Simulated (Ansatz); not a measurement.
Independent-particle absorption of SiC (P6_3mc, a = 3.094 Å, b = 3.094 Å, c = 10.129 Å, α = 90.00°, β = 90.00°, γ = 120.00°), no local fields or excitons, 0.1 eV broadening. Theory: DFT PBE, scalar-relativistic, plane waves, PAW in Ansatz 0.2.0.

Cutoff 420 eV; k points 12×12×4 on the computed 8-atom cell (Γ-centred); Gaussian smearing, width 0.02 eV; no spin polarisation. The spectrum is summed on a 18×18×6 mesh.

```
Si C
1.0
     3.09412    0.00000    0.00000
    -1.54706    2.67959    0.00000
     0.00000    0.00000   10.12934
Si C
4 4
Direct
  0.66667 0.33333 0.93784
  0.33333 0.66667 0.43784
  0.00000 0.00000 0.68790
  0.00000 0.00000 0.18790
  0.66667 0.33333 0.74981
  0.33333 0.66667 0.24981
  0.00000 0.00000 0.50045
  0.00000 0.00000 0.00045
```

(photon energy (eV), ε2,xx): (0.0, 0.00), (0.4, 0.00), (0.8, 0.00), (1.2, 0.00), (1.6, 0.00), (2.0, 0.00), (2.4, 0.00), (2.8, 0.00), (3.2, 0.00), (3.6, 0.05), (4.0, 0.23), (4.4, 0.84), (4.8, 1.94), (5.2, 3.31), (5.6, 11.24), (6.0, 13.24), (6.4, 17.61), (6.8, 21.33), (7.2, 13.78), (7.6, 15.02), (8.0, 12.33), (8.4, 12.08), (8.8, 11.33), (9.2, 8.12), (9.6, 6.53), (10.0, 5.73), (10.4, 4.77), (10.8, 4.08), (11.2, 3.34), (11.6, 3.09), (12.0, 2.60), (12.4, 2.24), (12.8, 1.97), (13.2, 1.78), (13.6, 1.52), (14.0, 1.39)

The strongest peak lies near 6.8 eV. ε∞ (xx, yy, zz) = 7.3, 7.3, 7.6.

Cost: 1 run of about 10 core-minutes, on Intel Xeon Processor @ 2.50GHz (Skylake/Cascade Lake) (shared hosts).